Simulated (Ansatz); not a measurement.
SnO$_{2}$: O vacancy

Theory: DFT PBE, scalar-relativistic, plane waves, PAW (Ansatz). Settings: 420 eV cutoff, 3×3×3 k-mesh, Gaussian smearing of 0.01 eV, collinear spin in charge +1 alone.

Host crystal, relaxed:

```
CELL_PARAMETERS angstrom
4.82719 0.00000 0.00000
0.00000 4.82719 0.00000
0.00000 0.00000 3.23815
ATOMIC_POSITIONS crystal
Sn 0.50000 0.50000 0.50000
Sn 0.00000 0.00000 0.00000
O 0.19342 0.80658 0.50000
O 0.80658 0.19342 0.50000
O 0.30658 0.30658 0.00000
O 0.69342 0.69342 0.00000
```

Supercell of 24 atoms, rows in host cell vectors: 1 -1 0; 1 1 0; -1 0 2. Atoms relax at the host's cell from a start displaced at random by 0.05 Å near the defect, so other minima may exist. The cell is small, so energies carry finite-size errors of tenths of an eV. The host's Kohn–Sham gap is 0.68 eV. Atoms are taken from and returned to the elements' standard states. Charged cells are corrected for image charges with the computed static dielectric tensor (mean 13.0) and aligned with the host's potential at far atoms (alignment terms reach 0.61 eV). No band-filling term is added, and the Fermi level counts from the host's valence band top.

Starting moments were lost in some runs.

Defect: O vacancy at (0.193, 0.807, 0.500) of the host cell.

(1) What is the formation energy of the neutral defect?

(2) Does the neutral defect carry a moment, and how do its surroundings relax?

(3) Charges +2, +1, 0 were computed. Which is stable where in the gap?

Answers

(1) 3.82 eV.

(2) The neutral run had no spin polarisation, so a moment wasn't tested. The nearest neighbours before are 3 Sn at 2.09 Å; after relaxation the atoms near the site are 2 Sn at 2.02 Å, 1 Sn at 2.10 Å, 1 O at 2.67 Å; the largest move is 0.09 Å.

(3) Among the charges computed the stable one is +2 at the valence band top and stays so across the gap. In charge +1 the extra carrier would gain by moving to a band edge of the host, so it isn't bound in the gap. In charge +1 the cell has partly filled bands: a level of the defect may be part filled, the carrier may sit in the host's bands, or levels may cross between the k points, so transitions that involve it are doubtful. Levels between neighbouring charges: (+2/+1) 0.87 eV, (+1/0) 1.27 eV.